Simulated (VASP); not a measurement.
# BAs (F-43m) in VASP: further runs

The runs below take BAs through relaxation of the atoms, with r2SCAN.

Everything below comes from runs of VASP 6.6.1. Logs are shortened: lines on timing, memory, paths and dates and some standing lists are left out, and cuts for length are marked.

### 1 Starting point

It takes space group F-43m (No. 216, cubic). The conventional cell has a = 4.786 Å, b = 4.786 Å, c = 4.786 Å, α = 90.00°, β = 90.00°, γ = 90.00°. B (site symmetry -43m) is surrounded by 4 As at 2.07 Å. As (site symmetry -43m) is surrounded by 4 B at 2.07 Å.

### 2 Relaxation of the atoms, r2SCAN (a relaxed cell with its volume scaled by 0.96)

File INCAR:

```
SYSTEM = BAs
PREC     = Accurate       ! precision mode
ENCUT    = 600            ! plane-wave cutoff, eV
EDIFF    = 1E-7           ! SCF threshold, eV
ISMEAR   = 0              ! smearing method
SIGMA    = 0.03           ! smearing width, eV
LREAL    = .FALSE.        ! projectors in reciprocal space
LASPH    = .TRUE.         ! aspherical terms in the spheres
NELM     = 80             ! most SCF steps
ALGO     = Normal         ! electronic algorithm
ISIF     = 2              ! what is computed and relaxed
LWAVE    = .FALSE.        ! write WAVECAR
LCHARG   = .FALSE.        ! write CHGCAR
METAGGA  = R2SCAN         ! meta-GGA
LMIXTAU  = .TRUE.       
IBRION   = 2              ! ionic algorithm
NSW      = 40             ! ionic steps
EDIFFG   = -0.01          ! ionic threshold
```

File KPOINTS:

```
regular mesh
0
G
  10 10 10
  0 0 0
```

File POSCAR:

```
BAs                                     
1.0
    0.0000000000      2.3608342917      2.3608342917
    2.3608342917      0.0000000000      2.3608342917
    2.3608342917      2.3608342917      0.0000000000
  B               As            
     1     1
Direct
     0.0000000000000000    0.0000000000000000    0.0000000000000000
     0.2500000000000000    0.2500000000000000    0.2500000000000000
```

Potentials or basis: VASP PAW PBE potentials, release 64 (B, As).

Run with:

```
> cat potpaw_PBE.64/B/POTCAR potpaw_PBE.64/As/POTCAR > POTCAR
> mpirun -np 1 vasp_std > vasp.out
```

OUTCAR:

```text
SYSTEM = BAs
   PREC = Accurate
   ENCUT = 600
   EDIFF = 1E-7
   ISMEAR = 0
   LREAL = .FALSE.
   LASPH = .TRUE.
   NELM = 80
   ISIF = 2
   METAGGA = R2SCAN
   IBRION = 2
   NSW = 40
   EDIFFG = -0.01

 ion  position               nearest neighbor table
   1  0.000  0.000  0.000-   2 2.04   2 2.04   2 2.04   2 2.04
   2  0.250  0.250  0.250-   1 2.04   1 2.04   1 2.04   1 2.04

  LATTYP: Found a face centered cubic cell.
 ALAT       =     4.7216685834

  Lattice vectors:

 A1 = (   0.0000000000,   2.3608342917,   2.3608342917)
 A2 = (   2.3608342917,   0.0000000000,   2.3608342917)
 A3 = (   2.3608342917,   2.3608342917,   0.0000000000)

Analysis of symmetry for initial positions (statically):
=====================================================================
 Subroutine PRICEL returns:
 Original cell was already a primitive cell.

 Routine SETGRP: Setting up the symmetry group for a
 face centered cubic supercell.

 Subroutine GETGRP returns: Found 24 space group operations
 (whereof 24 operations were pure point group operations)
 out of a pool of 48 trial point group operations.

The static configuration has the point symmetry T_d .

Analysis of symmetry for dynamics (positions and initial velocities):
=====================================================================
 Subroutine PRICEL returns:
 Original cell was already a primitive cell.

 Routine SETGRP: Setting up the symmetry group for a
 face centered cubic supercell.

 Subroutine GETGRP returns: Found 24 space group operations
 (whereof 24 operations were pure point group operations)
 out of a pool of 48 trial point group operations.

The dynamic configuration has the point symmetry T_d .

 Subroutine INISYM returns: Found 24 space group operations
 (whereof 24 operations are pure point group operations),
 and found     1 'primitive' translations

----------------------------------------------------------------------------------------

                                     Primitive cell

  volume of cell :      26.3164

  direct lattice vectors                    reciprocal lattice vectors
     0.000000000  2.360834292  2.360834292    -0.211789536  0.211789536  0.211789536
     2.360834292  0.000000000  2.360834292     0.211789536 -0.211789536  0.211789536
     2.360834292  2.360834292  0.000000000     0.211789536  0.211789536 -0.211789536

  length of vectors
     3.338723874  3.338723874  3.338723874     0.366830237  0.366830237  0.366830237

  position of ions in fractional coordinates (direct lattice)
     0.000000000  0.000000000  0.000000000
     0.250000000  0.250000000  0.250000000

  ion indices of the primitive-cell ions
   primitive index   ion index
                 1           1
                 2           2

----------------------------------------------------------------------------------------

 KPOINTS: regular mesh

Automatic generation of k-mesh.
 Grid dimensions read from file:
 generate k-points for:   10   10   10

 Generating k-lattice:

  Cartesian coordinates                     Fractional coordinates (reciprocal lattice)
    -0.021178954  0.021178954  0.021178954     0.100000000  0.000000000  0.000000000
     0.021178954 -0.021178954  0.021178954     0.000000000  0.100000000  0.000000000
     0.021178954  0.021178954 -0.021178954     0.000000000  0.000000000  0.100000000

  Length of vectors
     0.036683024  0.036683024  0.036683024

  Shift w.r.t. Gamma in fractional coordinates (k-lattice)
     0.000000000  0.000000000  0.000000000

 Subroutine IBZKPT returns following result:
 ===========================================

 Found     47 irreducible k-points:

 Following reciprocal coordinates:
            Coordinates               Weight
  0.000000  0.000000  0.000000      1.000000
  0.100000  0.000000  0.000000      8.000000
  0.200000  0.000000  0.000000      8.000000
  0.300000  0.000000  0.000000      8.000000
  0.400000  0.000000  0.000000      8.000000
  0.500000  0.000000  0.000000      4.000000
[... 16 lines left out ...]
  0.300000  0.300000  0.000000      6.000000
  0.400000  0.300000  0.000000     24.000000
 [... further k-points ...]
   k-points           NKPTS =     47   k-points in BZ     NKDIM =     47   number of bands    NBANDS=      8
   number of dos      NEDOS =    301   number of ions     NIONS =      2
   total plane-waves  NPLWV =  21952
   dimension x,y,z NGX =    28 NGY =   28 NGZ =   28
   dimension x,y,z NGXF=    56 NGYF=   56 NGZF=   56
   ions per type =               1   1
   NGX,Y,Z   is equivalent  to a cutoff of  13.94, 13.94, 13.94 a.u.
   NGXF,Y,Z  is equivalent  to a cutoff of  27.88, 27.88, 27.88 a.u.
 SYSTEM =  BAs
   PREC   = accura    normal or accurate (medium, high low for compatibility)
   ISTART =      0    job   : 0-new  1-cont  2-samecut
   ICHARG =      2    charge: 1-file 2-atom 10-const
   ISPIN  =      1    spin polarized calculation?
   LNONCOLLINEAR =      F non collinear calculations
   LSORBIT =      F    spin-orbit coupling
   LASPH  =      T    aspherical Exc in radial PAW
   ENCUT  =  600.0 eV  44.10 Ry    6.64 a.u.   6.67  6.67  6.67*2*pi/ulx,y,z
   NELM   =     80;   NELMIN=  2; NELMDL= -5     # of ELM steps
   EDIFF  = 0.1E-06   stopping-criterion for ELM
   LREAL  =      F    real-space projection
   EDIFFG = -.1E-01   stopping-criterion for IOM
   NSW    =     40    number of steps for IOM
   IBRION =      2    ionic relax: 0-MD 1-quasi-New 2-CG
   NFREE  =      1    steps in history (QN), initial steepest desc. (CG)
   ISIF   =      2    stress and relaxation
   ISYM   =      2    0-nonsym 1-usesym 2-fastsym
   POTIM  = 0.5000    time-step for ionic-motion
   TEBEG  =    0.0;   TEEND  =   0.0 temperature during run
   PSTRESS=    0.0 pullay stress
   NELECT =       8.0000    total number of electrons
   NUPDOWN=      -1.0000    fix difference up-down
   EMIN   =  10.00;   EMAX   =-10.00  energy-range for DOS
   EFERMI =   0.00;   METHOD = LEGACY
   ISMEAR =     0;   SIGMA  =   0.03  broadening in eV -4-tet -1-fermi 0-gaus
   EFERMI_NEDOS =   21; number of points for ismear=-14 and -15
   IALGO  =     38    algorithm
   IMIX   =      4    mixing-type and parameters
     AMIX     =   0.40;   BMIX     =  1.00
     AMIX_MAG =   1.60;   BMIX_MAG =  1.00
  volume/ion in A,a.u.               =      13.16        88.80
  Fermi-wavevector in a.u.,A,eV,Ry     =   1.100768  2.080151 16.486061  1.211691
  Thomas-Fermi vector in A             =   2.237185
   LORBIT       =      0    0 simple, 1 ext, 2 COOP (PROOUT), +10 PAW based schemes
   METAGGA = R2SCAN    functional components
   LHFCALC =     F    Hartree Fock is set to
   AEXX    =    0.0000 exact exchange contribution
   IVDW    =     0    specifies the selected vdW correction
   LEPSILON=     F    determine dielectric tensor
   LRPA    =     F    only Hartree local field effects (RPA)
 conjugate gradient relaxation of ions
 non-spin polarized calculation
 Gauss-broadening in eV      SIGMA  =   0.03
  energy-cutoff  :      600.00
  volume of cell :       26.32
 maximum number of plane-waves:       903
   NGX = 13   NGY = 13   NGZ = 13

 number of electron       8.0000000 magnetization

 Free energy of the ion-electron system (eV)
  ---------------------------------------------------
  ext. energy  EPLUGINS =         0.00000000
  ---------------------------------------------------
  free energy    TOTEN  =       -22.23631975 eV

  energy without entropy =      -22.23631975  energy(sigma->0) =      -22.23631975

 E-fermi :   6.5570     XC(G=0): -11.2925

 val. band max:        6.4200809979   @ k =   0.0000   0.0000   0.0000
 cond. band min:       7.7523408774   @ k =   0.4000   0.4000   0.0000
 fundamental gap:      1.3322598795
 Fermi energy:         6.5569811121

 k-point     1 :       0.0000    0.0000    0.0000
  band No.  band energies     occupation
      1     -10.0755      2.00000
      2       6.4201      2.00000
      3       6.4201      2.00000
      4       6.4201      2.00000
      5       9.9060      0.00000
      6       9.9060      0.00000
      7       9.9060      0.00000
      8      12.0454      0.00000

 k-point     2 :       0.1000    0.0000    0.0000
  band No.  band energies     occupation
      1      -9.8975      2.00000
      2       4.9253      2.00000
      3       6.0849      2.00000
      4       6.0849      2.00000
      5      10.2084      0.00000
      6      10.3464      0.00000
      7      10.3464      0.00000
      8      12.8520      0.00000

 k-point     3 :       0.2000    0.0000    0.0000
  band No.  band energies     occupation
      1      -9.3717      2.00000
      2       2.3799      2.00000
      3       5.4518      2.00000
      4       5.4518      2.00000
      5      10.0976      0.00000
      6      11.1318      0.00000
      7      11.1318      0.00000
      8      14.4951      0.00000

 k-point     4 :       0.3000    0.0000    0.0000
  band No.  band energies     occupation
      1      -8.5346      2.00000
      2      -0.0965      2.00000
      3       4.8950      2.00000
      4       4.8950      2.00000
      5       9.8495      0.00000
      6      11.5536      0.00000
      7      11.5536      0.00000
      8      15.7647      0.00000

 k-point     5 :       0.4000    0.0000    0.0000
  band No.  band energies     occupation
      1      -7.5225      2.00000
      2      -2.1388      2.00000
      3       4.5385      2.00000
      4       4.5385      2.00000
      5       9.6725      0.00000
      6      11.5614      0.00000
      7      11.5614      0.00000
      8      16.0979      0.00000

 k-point     6 :       0.5000    0.0000    0.0000
  band No.  band energies     occupation
      1      -6.9187      2.00000
      2      -3.0922      2.00000
      3       4.4172      2.00000
      4       4.4172      2.00000
      5       9.6114      0.00000
      6      11.5122      0.00000
      7      11.5122      0.00000
      8      16.0725      0.00000

 k-point     7 :       0.1000    0.1000    0.0000
  band No.  band energies     occupation
      1      -9.8379      2.00000
      2       5.3957      2.00000
      3       5.4963      2.00000
      4       5.4963      2.00000
      5       9.4171      0.00000
      6      11.0965      0.00000
      7      11.0965      0.00000
      8      12.7552      0.00000
[... 133 lines left out ...]
 k-point    20 :      -0.4000    0.2000    0.0000
  band No.  band energies     occupation
      1      -6.4558      2.00000
      2      -2.5025      2.00000
      3       1.4966      2.00000
      4       3.6671      2.00000
      5       9.8187      0.00000
      6      13.1864      0.00000
      7      13.4125      0.00000
      8      16.3865      0.00000

 k-point    21 :      -0.3000    0.2000    0.0000
  band No.  band energies     occupation
      1      -7.2912      2.00000
      2      -1.1669      2.00000
      3       1.4130      2.00000
      4       4.2708      2.00000
      5      10.3282      0.00000
      6      12.8078      0.00000
      7      13.2563      0.00000
      8      15.3694      0.00000

 k-point    22 :      -0.2000    0.2000    0.0000
  band No.  band energies     occupation
      1      -8.2474      2.00000
      2       0.5540      2.00000
      3       1.9888      2.00000
      4       4.9962      2.00000
      5      10.8101      0.00000
      6      11.9184      0.00000
      7      12.9788      0.00000
      8      14.1705      0.00000

 k-point    23 :       0.3000    0.3000    0.0000
  band No.  band energies     occupation
      1      -7.9902      2.00000
      2       0.8593      2.00000
      3       2.9223      2.00000
      4       2.9223      2.00000
      5       7.9815      0.00000
      6      10.4248      0.00000
      7      15.6400      0.00000
      8      15.6400      0.00000

 k-point    24 :       0.4000    0.3000    0.0000
  band No.  band energies     occupation
      1      -7.1890      2.00000
      2      -0.5096      2.00000
      3       2.0815      2.00000
      4       2.5993      2.00000
      5       8.3063      0.00000
      6      10.1415      0.00000
      7      16.0987      0.00000
      8      16.3016      0.00000

 [... further k-points ...]
[... 5 lines left out ...]
  --------------------------------------------------------------------------------------
  -------------------------------------------------------------------------------------
  Total        1.0398081      1.0398081      1.0398081      0.0000000     -0.0000000     -0.0000000
  in kB       63.3048917     63.3048917     63.3048917      0.0000000     -0.0000000     -0.0000000
  external PRESSURE =      63.3048917 kB  Pullay stress =       0.0000000 kB

 VOLUME and BASIS-vectors are now :
 -----------------------------------------------------------------------------
  energy-cutoff  :      600.00
  volume of cell :       26.32
      direct lattice vectors                 reciprocal lattice vectors
     0.000000000  2.360834292  2.360834292    -0.211789536  0.211789536  0.211789536
     2.360834292  0.000000000  2.360834292     0.211789536 -0.211789536  0.211789536
     2.360834292  2.360834292  0.000000000     0.211789536  0.211789536 -0.211789536

 POSITION                                       TOTAL-FORCE (eV/Angst)
 -----------------------------------------------------------------------------------
      0.00000      0.00000      0.00000        -0.000000     -0.000000      0.000000
      1.18042      1.18042      1.18042         0.000000      0.000000     -0.000000
 -----------------------------------------------------------------------------------
    total drift:                               -0.000000     -0.000000     -0.000000

  FREE ENERGIE OF THE ION-ELECTRON SYSTEM (eV)
  ---------------------------------------------------
  free  energy   TOTEN  =       -22.2363197454 eV

  energy  without entropy=      -22.2363197454  energy(sigma->0) =      -22.23631975

 reached required accuracy - stopping structural energy minimisation
```

Run time: 69 s. Hardware: 1 thread of Intel Xeon Platinum 8488C (Sapphire Rapids), shared host; peak memory 0.17 GiB.

What came out:

| Quantity | Value |
| --- | --- |
| Free energy | -22.2363 eV |
| Pressure after relaxing | 6.3 GPa |
| Band gap on the k mesh | 1.33 eV, indirect (least direct gap 3.49 eV) |

Final structure:
```
B As
1.0
     0.00000    2.36083    2.36083
     2.36083    0.00000    2.36083
     2.36083    2.36083    0.00000
B As
1 1
Direct
  0.00000 0.00000 0.00000
  0.25000 0.25000 0.25000
```

Caveat: the relaxation stopped at its first step, so nothing moved; the PAW data sets were made with another functional, which shifts forces and pressure a little. A k mesh can miss the band edges.

### 3 Relaxation of the atoms, r2SCAN (a relaxed cell with its volume scaled by 0.98)

INCAR is that of step 2.

KPOINTS is that of step 2.

File POSCAR:

```
BAs                                     
1.0
    0.0000000000      2.3771164220      2.3771164220
    2.3771164220      0.0000000000      2.3771164220
    2.3771164220      2.3771164220      0.0000000000
  B               As            
     1     1
Direct
     0.0000000000000000    0.0000000000000000    0.0000000000000000
     0.2500000000000000    0.2500000000000000    0.2500000000000000
```

Potentials or basis: VASP PAW PBE potentials, release 64 (B, As).

Run with:

```
> cat potpaw_PBE.64/B/POTCAR potpaw_PBE.64/As/POTCAR > POTCAR
> mpirun -np 1 vasp_std > vasp.out
```

It took 94 s on 1 thread of Intel Xeon Platinum 8488C (Sapphire Rapids), shared host; peak memory 0.16 GiB.

Results (log left out):

* Free energy: -22.2523 eV
* Pressure after relaxing: 3.0 GPa
* Band gap on the k mesh: 1.36 eV, indirect (least direct gap 3.46 eV)

Final structure:
```
CELL_PARAMETERS angstrom
0.00000 2.37712 2.37712
2.37712 0.00000 2.37712
2.37712 2.37712 0.00000
ATOMIC_POSITIONS crystal
B 0.00000 0.00000 0.00000
As 0.25000 0.25000 0.25000
```

Levels at points of the mesh, in eV from the valence-band top:
| k point | band 1 | band 2 | band 3 | band 4 | band 5 | band 6 | band 7 | band 8 |
| --- | --- | --- | --- | --- | --- | --- | --- | --- |
| (0.00, 0.00, 0.00) | -16.30 | 0.00 | 0.00 | 0.00 | 3.46 | 3.46 | 3.46 | 5.35 |
| (0.50, 0.00, 0.00) | -13.22 | -9.35 | -1.96 | -1.96 | 3.06 | 5.07 | 5.07 | 9.61 |
| (0.50, 0.50, 0.00) | -11.76 | -9.15 | -4.37 | -4.37 | 1.59 | 1.68 | 12.30 | 12.30 |

Caveat: the relaxation stopped at its first step, so nothing moved; the PAW data sets were made with another functional, which shifts forces and pressure a little. A k mesh can miss the band edges.

### 4 Relaxation of the atoms, r2SCAN

INCAR is that of step 3.

KPOINTS is that of step 3.

File POSCAR:

```
BAs                                     
1.0
    0.0000000000      2.3931785067      2.3931785067
    2.3931785067      0.0000000000      2.3931785067
    2.3931785067      2.3931785067      0.0000000000
  B               As            
     1     1
Direct
     0.0000000000000000    0.0000000000000000    0.0000000000000000
     0.2500000000000000    0.2500000000000000    0.2500000000000000
```

Run with:

```
> cat potpaw_PBE.64/B/POTCAR potpaw_PBE.64/As/POTCAR > POTCAR
> mpirun -np 1 vasp_std > vasp.out
```

It took 75 s on 1 thread of Intel Xeon Platinum 8488C (Sapphire Rapids), shared host; peak memory 0.17 GiB.

It converged, with:

```
Free energy             : -22.2576 eV
Pressure after relaxing : 0.0 GPa
Band gap on the k mesh  : 1.38 eV, indirect (least direct gap 3.44 eV)
```

Final structure:
```
B As
1.0
     0.00000    2.39318    2.39318
     2.39318    0.00000    2.39318
     2.39318    2.39318    0.00000
B As
1 1
Direct
  0.00000 0.00000 0.00000
  0.25000 0.25000 0.25000
```

Levels at points of the mesh, in eV from the valence-band top:
| k point | band 1 | band 2 | band 3 | band 4 | band 5 | band 6 | band 7 | band 8 |
| --- | --- | --- | --- | --- | --- | --- | --- | --- |
| (0.00, 0.00, 0.00) | -16.10 | 0.00 | 0.00 | 0.00 | 3.44 | 3.44 | 3.44 | 5.07 |
| (0.50, 0.00, 0.00) | -13.10 | -9.20 | -1.93 | -1.93 | 2.94 | 5.05 | 5.05 | 9.56 |
| (0.50, 0.50, 0.00) | -11.67 | -9.03 | -4.28 | -4.28 | 1.62 | 1.70 | 12.10 | 12.10 |

Caveat: the relaxation stopped at its first step, so nothing moved; the PAW data sets were made with another functional, which shifts forces and pressure a little. A k mesh can miss the band edges.

### 5 Summary

| cell | gap on the mesh (eV) | pressure (GPa) |
| --- | --- | --- |
| atoms relaxed from: a relaxed cell with its volume scaled by 0.96 | 1.33 | 6.3 |
| atoms relaxed from: a relaxed cell with its volume scaled by 0.98 | 1.36 | 3.0 |
| atoms relaxed | 1.38 | 0.0 |

Alike in all rows: task relaxation of the atoms; level r2SCAN; potentials or basis VASP PAW PBE potentials, release 64 (B, As); no spin polarisation; k mesh 10 × 10 × 10; cutoff (eV) 600; smearing gaussian 0.03 eV.

Caveats: the relaxation stopped at its first step, so nothing moved; the PAW data sets were made with another functional, which shifts forces and pressure a little.

Absolute energies hang on the potentials; compare differences alone.
